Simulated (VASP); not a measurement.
# Zn2SnN2 (Immm) in VASP: single point with r2SCAN

Aim: the single point of Zn2SnN2 with r2SCAN.

All numbers are computed with VASP 6.6.1; they aren't measurements. Logs are shortened: lines on timing, memory, paths and dates and some standing lists are left out, and cuts for length are marked.

**1. The crystal as given**

It takes space group Immm (No. 71, orthorhombic). The conventional cell has a = 3.531 Å, b = 3.639 Å, c = 11.406 Å, α = 90.00°, β = 90.00°, γ = 90.00°. Zn (site symmetry mm2) has 2 N at 1.94 Å as nearest neighbours. Around Sn (site symmetry mmm) lie 4 N at 2.44 Å. Around N (site symmetry mm2) lie 2 Zn at 1.94 Å.

The cell was built by a generator and needn't be a form met in nature.

**2. Single point, r2SCAN**

Contents of INCAR:

```
SYSTEM = Zn2SnN2
ALGO     = Normal         ! electronic algorithm
EDIFF    = 1E-6           ! SCF threshold, eV
ENCUT    = 520            ! plane-wave cutoff, eV
ISIF     = 2              ! what is computed and relaxed
ISMEAR   = 0              ! smearing method
KPAR     = 8            
LASPH    = .TRUE.         ! aspherical terms in the spheres
LCHARG   = .FALSE.        ! write CHGCAR
LMIXTAU  = .TRUE.       
LREAL    = .FALSE.        ! projectors in reciprocal space
LWAVE    = .FALSE.        ! write WAVECAR
METAGGA  = R2SCAN         ! meta-GGA
NBANDS   = 32             ! bands
NELM     = 150            ! most SCF steps
PREC     = Accurate       ! precision mode
SIGMA    = 0.1            ! smearing width, eV
```

Contents of KPOINTS:

```
k-points
0
G
  12 12 12
  0 0 0
```

Contents of POSCAR:

```
Zn2SnN2
1.0
   -1.7654200000      1.8194000000      5.7027800000
    1.7654200000     -1.8194000000      5.7027800000
    1.7654200000      1.8194000000     -5.7027800000
Zn Sn N
2 1 2
Direct
    0.2079360000      0.7079360000      0.5000000000
    0.7920640000      0.2920640000      0.5000000000
    0.5000000000      0.0000000000      0.5000000000
    0.3521190000      0.3521190000      0.0000000000
    0.6478810000      0.6478810000      0.0000000000
```

Potentials or basis: VASP PAW PBE potentials, release 64 (Zn, Sn_d, N).

Started as:

```
cat potpaw_PBE.64/Zn/POTCAR potpaw_PBE.64/Sn_d/POTCAR potpaw_PBE.64/N/POTCAR > POTCAR
mpirun -np 8 vasp_std > vasp.out
```

OUTCAR:

```text
SYSTEM = Zn2SnN2
   EDIFF = 1E-6
   ENCUT = 520
   ISIF = 2
   ISMEAR = 0
   LASPH = .TRUE.
   LREAL = .FALSE.
   METAGGA = R2SCAN
   NELM = 150
   PREC = Accurate

 ion  position               nearest neighbor table
   1  0.208  0.708  0.500-   5 1.94   5 1.94   4 2.41   4 2.41   2 2.71   2 2.71   2 2.71   2 2.71
                             3 3.33
   2  0.792  0.292  0.500-   4 1.94   4 1.94   5 2.41   5 2.41   1 2.71   1 2.71   1 2.71   1 2.71
                             3 3.33
   3  0.500  0.000  0.500-   5 2.44   4 2.44   5 2.44   4 2.44   2 3.33   1 3.33
   4  0.352  0.352  0.000-   2 1.94   2 1.94   1 2.41   1 2.41   3 2.44   3 2.44
   5  0.648  0.648  0.000-   1 1.94   1 1.94   2 2.41   2 2.41   3 2.44   3 2.44

  LATTYP: Found a body centered orthorhombic cell.
 ALAT       =     3.5308400000
 B/A-ratio  =     1.0305762935
 C/A-ratio  =     3.2302681515

  Lattice vectors:

 A1 = (  -1.7654200000,   1.8194000000,   5.7027800000)
 A2 = (   1.7654200000,  -1.8194000000,   5.7027800000)
 A3 = (   1.7654200000,   1.8194000000,  -5.7027800000)

Analysis of symmetry for initial positions (statically):
=====================================================================
 Subroutine PRICEL returns:
 Original cell was already a primitive cell.

 Routine SETGRP: Setting up the symmetry group for a
 body centered orthorhombic supercell.

 Subroutine GETGRP returns: Found  8 space group operations
 (whereof  8 operations were pure point group operations)
 out of a pool of  8 trial point group operations.

The static configuration has the point symmetry D_2h.

Analysis of symmetry for dynamics (positions and initial velocities):
=====================================================================
 Subroutine PRICEL returns:
 Original cell was already a primitive cell.

 Routine SETGRP: Setting up the symmetry group for a
 body centered orthorhombic supercell.

 Subroutine GETGRP returns: Found  8 space group operations
 (whereof  8 operations were pure point group operations)
 out of a pool of  8 trial point group operations.

The dynamic configuration has the point symmetry D_2h.

 Subroutine INISYM returns: Found  8 space group operations
 (whereof  8 operations are pure point group operations),
 and found     1 'primitive' translations

----------------------------------------------------------------------------------------

[... 99 lines left out ...]
   LREAL  =      F    real-space projection
   EDIFFG = 0.1E-04   stopping-criterion for IOM
   NSW    =      0    number of steps for IOM
   IBRION =     -1    ionic relax: 0-MD 1-quasi-New 2-CG
   NFREE  =      0    steps in history (QN), initial steepest desc. (CG)
   ISIF   =      2    stress and relaxation
   ISYM   =      2    0-nonsym 1-usesym 2-fastsym
   POTIM  = 0.5000    time-step for ionic-motion
   TEBEG  =    0.0;   TEEND  =   0.0 temperature during run
   PSTRESS=    0.0 pullay stress
   NELECT =      48.0000    total number of electrons
   NUPDOWN=      -1.0000    fix difference up-down
   EMIN   =  10.00;   EMAX   =-10.00  energy-range for DOS
   EFERMI =   0.00;   METHOD = LEGACY
   ISMEAR =     0;   SIGMA  =   0.10  broadening in eV -4-tet -1-fermi 0-gaus
   EFERMI_NEDOS =   21; number of points for ismear=-14 and -15
   IALGO  =     38    algorithm
   IMIX   =      4    mixing-type and parameters
     AMIX     =   0.40;   BMIX     =  1.00
     AMIX_MAG =   1.60;   BMIX_MAG =  1.00
  volume/ion in A,a.u.               =      14.65        98.89
  Fermi-wavevector in a.u.,A,eV,Ry     =   1.421830  2.686869 27.505540  2.021600
  Thomas-Fermi vector in A             =   2.542598
   LORBIT       =      0    0 simple, 1 ext, 2 COOP (PROOUT), +10 PAW based schemes
   METAGGA = R2SCAN    functional components
   LHFCALC =     F    Hartree Fock is set to
   AEXX    =    0.0000 exact exchange contribution
   IVDW    =     0    specifies the selected vdW correction
   LEPSILON=     F    determine dielectric tensor
   LRPA    =     F    only Hartree local field effects (RPA)
 non-spin polarized calculation
 Gauss-broadening in eV      SIGMA  =   0.10
  energy-cutoff  :      520.00
  volume of cell :       73.27
 maximum number of plane-waves:      1993
   NGX = 23   NGY = 23   NGZ = 23

 number of electron      48.0000009 magnetization

 Free energy of the ion-electron system (eV)
  ---------------------------------------------------
  ext. energy  EPLUGINS =         0.00000000
  ---------------------------------------------------
  free energy    TOTEN  =       -59.40350846 eV

  energy without entropy =      -59.40021529  energy(sigma->0) =      -59.40186188

 E-fermi :   4.9157     XC(G=0): -11.7098

 val. band max:        4.9121614567   @ k =   0.3333  -0.1667   0.0833
 cond. band min:       4.9200634776   @ k =  -0.4167   0.5000   0.0833
 fundamental gap:      0.0079020209
 Fermi energy:         4.9156841562

 k-point     1 :       0.0000    0.0000    0.0000
  band No.  band energies     occupation
      1     -17.1862      2.00000
      2     -17.1556      2.00000
      3     -17.1239      2.00000
      4     -17.1079      2.00000
      5     -17.0724      2.00000
      6     -11.5270      2.00000
[... 829 lines left out ...]
     31      12.7197      0.00000
     32      13.5906      0.00000

 [... further k-points ...]

------------------------ aborting loop because EDIFF is reached ----------------------------------------

  FORCE on cell =-STRESS in cart. coord.  units (eV):
  Direction    XX          YY          ZZ          XY          YZ          ZX
  --------------------------------------------------------------------------------------
  -------------------------------------------------------------------------------------
  Total       -1.9003400     -2.3877206     -1.9955229      0.0000000      0.0000000      0.0000000
  in kB      -41.5545947    -52.2121099    -43.6359531      0.0000000      0.0000000      0.0000000
  external PRESSURE =     -45.8008859 kB  Pullay stress =       0.0000000 kB

 VOLUME and BASIS-vectors are now :
 -----------------------------------------------------------------------------
  energy-cutoff  :      520.00
  volume of cell :       73.27
      direct lattice vectors                 reciprocal lattice vectors
    -1.765420000  1.819400000  5.702780000     0.000000000  0.274815873  0.087676537
     1.765420000 -1.819400000  5.702780000     0.283218724  0.000000000  0.087676537
     1.765420000  1.819400000 -5.702780000     0.283218724  0.274815873  0.000000000

 POSITION                                       TOTAL-FORCE (eV/Angst)
 -----------------------------------------------------------------------------------
      1.76542      0.00000      2.37163        -0.000000      0.000000     -0.029305
      0.00000      1.81940      3.33115         0.000000     -0.000000      0.029305
      0.00000      1.81940      0.00000         0.000000      0.000000      0.000000
      0.00000      0.00000      4.01611        -0.000000     -0.000000     -0.130493
      0.00000      0.00000      7.38945         0.000000      0.000000      0.130493
 -----------------------------------------------------------------------------------
    total drift:                                0.000000     -0.000000      0.000000

  FREE ENERGIE OF THE ION-ELECTRON SYSTEM (eV)
  ---------------------------------------------------
  free  energy   TOTEN  =       -59.4035084615 eV

  energy  without entropy=      -59.4002152937  energy(sigma->0) =      -59.40186188
```

It took 10 min on 8 MPI ranks of Intel Xeon Platinum 8559C (Emerald Rapids), shared host; peak memory 0.83 GiB.

Results:

```
Free energy            : -59.4035 eV
Pressure               : -4.6 GPa
Largest force          : 0.130 eV/Å
Band gap on the k mesh : none (metal or under the smearing width)
```

Forces on the atoms (eV/Å):
```
Zn   0.000  0.000 -0.029
Zn   0.000  0.000  0.029
Sn   0.000  0.000  0.000
N    0.000  0.000 -0.130
N    0.000  0.000  0.130
```

Stress tensor (GPa, compression positive):
```
-4.16  0.00  0.00
 0.00 -5.22  0.00
 0.00  0.00 -4.36
```

Caveat: the PAW data sets were made with another functional, which shifts forces and pressure a little.
